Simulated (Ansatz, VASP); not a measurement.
# BiTe in VASP and in Ansatz

Contents of INCAR:

```
SYSTEM = BiTe
PREC = Accurate
ENCUT = 520
EDIFF = 1E-8
ISMEAR = -1
SIGMA = 0.08
LREAL = .FALSE.
LASPH = .TRUE.
NELM = 100
ALGO = Normal
ISIF = 2
LWAVE = .FALSE.
LCHARG = .FALSE.
LEFG = .TRUE.
NBANDS = 18
```

File KPOINTS:

```
regular mesh
0
G
  10 10 10
  0 0 0
```

POSCAR

```
BiTe
1.0
    0.0000000000      3.2457475873      3.2457475873
    3.2457475873      0.0000000000      3.2457475873
    3.2457475873      3.2457475873      0.0000000000
Bi Te
1 1
Direct
    0.0000000000      0.0000000000      0.0000000000
    0.5000000000      0.5000000000      0.5000000000
```

Input for Ansatz:

```yaml
crystal:
  lattice:
    - [0.0, 3.2457475873, 3.2457475873]
    - [3.2457475873, 0.0, 3.2457475873]
    - [3.2457475873, 3.2457475873, 0.0]
  atoms:
    - { symbol: Bi, position: [0.0, 0.0, 0.0] }
    - { symbol: Te, position: [0.5, 0.5, 0.5] }
kpoints:
  mp_grid: { grid: [10, 10, 10] }
scf:
  occupations: { method: fermi_dirac, width: 0.08 }
hamiltonian:
  xc: lda
  pseudopotentials: { kind: paw }
output:
  forces: true
  stress: true
  eigenvalues: true
  efg: { contact_densities: true }
```

Change from the starting cell: volume scaled by 1.01, PAW files.

Alike in both runs: task electric field gradients; functional LDA; k mesh 10 × 10 × 10; occupations fermi-dirac, width 0.08 eV; no spin polarisation.

|  | VASP | Ansatz |
| --- | --- | --- |
| version | VASP 6.6.1 | Ansatz 0.2.0 |
| potentials or method | VASP PAW LDA potentials, release 64 (Bi_d, Te) | PAW with Ansatz's default frozen-core files, scalar-relativistic |
| plane-wave cutoff (eV) | 520 | 420 |
| valence electrons in the cell | 21 | 31 |

```tsv
	VASP	Ansatz	Ansatz less VASP
pressure (GPa)	-3.2	-3.2	-0.06
Vzz of the field gradient on the site that differs most (V/Å²)	0.0	0.0	0.00
```

The two sets of potentials don't hold the same shells in valence. Ansatz warned: «gradients_without_spin_orbit».

Caveats: spin-orbit coupling is left out, which moves the levels of the heavy elements.
